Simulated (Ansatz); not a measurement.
Rigid-band transport of added carriers in CsBr, calculated with Ansatz

Space group Pm-3m (No. 221), 2 atoms in the cell of the first input below: a = 4.286 Å, b = 4.286 Å, c = 4.286 Å, α = 90.00°, β = 90.00°, γ = 90.00°.

The cell was built from a prototype of a structure type listed for this compound, at its measured volume, taken without relaxation (pressure 0.4 GPa with this functional, without spin–orbit coupling). Functional: r2SCAN.

Spin–orbit coupling is left out. Kohn–Sham gap on the run's mesh: 5.30 eV (the true one may be smaller).

The states of the whole zone with their velocity products:

```yaml
crystal:
  lattice:
    - [4.2860009861, 0.0, 0.0]
    - [0.0, 4.2860009861, 0.0]
    - [0.0, 0.0, 4.2860009861]
  atoms:
    - { symbol: Cs, position: [0.0, 0.0, 0.0] }
    - { symbol: Br, position: [0.5, 0.5, 0.5] }
basis:
  ecutwfc: 500
  ecutrho_ratio: 4
kpoints:
  mp_grid: { grid: [8, 8, 8] }
hamiltonian:
  xc: r2scan
scf:
  occupations: { method: gaussian, width: 0.05 }
output:
  forces: true
  stress: true
  eigenvalues: true
  states_by_energy: { minimum_broadening: 0.025 }
```

```bash
ansatz run input.yaml --threads 4 --pin off --max-ram 9216MiB --backend cpu --events-out ev --progress --plain --runs-dir out
```

Time: 25 s on 4 threads of Arm Neoverse V1, with other jobs on the host, peak memory 0.81 GiB.

From that table, at a constant relaxation time τ with Fermi–Dirac weights and rigid bands:

| T (K) | doping (cm⁻³) | μ − E_F (eV) | σ_xx/τ (10²⁰/Ω m s) | S_xx (μV/K) | Lorenz (10⁻⁸ V²/K²) | ħω_p,xx (eV) |
| --- | --- | --- | --- | --- | --- | --- |
| 300 | n 1e19 | 2.683 | 0.00796 | -201 | 2.63 | 0.197 |
| 300 | p 1e19 | -2.546 | 0.00122 | 581 | 1.77 | 0.077 |
| 300 | n 1e20 | 2.791 | 0.063 | -110 | 2.38 | 0.555 |
| 300 | p 1e20 | -2.606 | 0.0122 | 384 | 1.77 | 0.244 |
| 300 | n 1e21 | 3.041 | 0.509 | -34 | 2.39 | 1.579 |
| 300 | p 1e21 | -2.675 | 0.115 | 199 | 1.80 | 0.752 |
| 600 | n 1e19 | 2.612 | 0.00661 | -347 | 2.44 | 0.180 |
| 600 | p 1e19 | -2.371 | 0.000927 | 669 | 1.32 | 0.067 |
| 600 | n 1e20 | 2.758 | 0.0597 | -188 | 2.22 | 0.541 |
| 600 | p 1e20 | -2.491 | 0.00924 | 471 | 1.32 | 0.213 |
| 600 | n 1e21 | 3.033 | 0.505 | -68 | 2.32 | 1.572 |
| 600 | p 1e21 | -2.615 | 0.0895 | 276 | 1.34 | 0.662 |

A solid of this composition melts, sublimes or decomposes by about 910 K (handbook value), so the run's rows at 900 K, close to that or above, are left out.

Task: Which of the dopings listed at 300 K has the largest power factor S²σ/τ along x?

Result: n 1e19: 0.32, p 1e19: 0.41, n 1e20: 0.77, p 1e20: 1.8, n 1e21: 0.58, p 1e21: 4.6 (10¹¹ W/m K² s), so p 1e21 cm⁻³, if τ is the same for all.

Caveats: changes of phase at these temperatures weren't checked; crystals with gaps this wide can seldom be doped to such densities with both signs of carrier, so the rows show what the bands would give; no scattering is computed, and the gap isn't corrected; no spin-orbit coupling, which matters for these elements; spin–orbit coupling, left out, splits the Br p valence bands by some tenths of an eV, so hole masses, degeneracies and p rows are those of the unsplit bands.

At equal density, holes give the larger power factor at 300 K in every listed pair, although their σ/τ is several times smaller than that of electrons. The valence band edge is made of Br 4p states that overlap weakly between well-separated anions, so it is flat and has a high density of states. The conduction band minimum is more dispersive and largely s-like. At 1e21 cm⁻³ the electron chemical potential is therefore pushed well into the band and the Seebeck coefficient collapses to -34 μV/K, whereas the holes stay near their band edge and keep 199 μV/K.

Among the listed dopings the electron power factor peaks at 1e20 cm⁻³, while that of the holes is still rising at the last one, so the p-type optimum isn't bracketed. The ranking describes band shape rather than thermoelectric promise: holes in alkali halides self-trap by pairing two halide ions into a molecular ion, and then move by hopping, which a rigid-band picture of delocalised carriers can't represent.
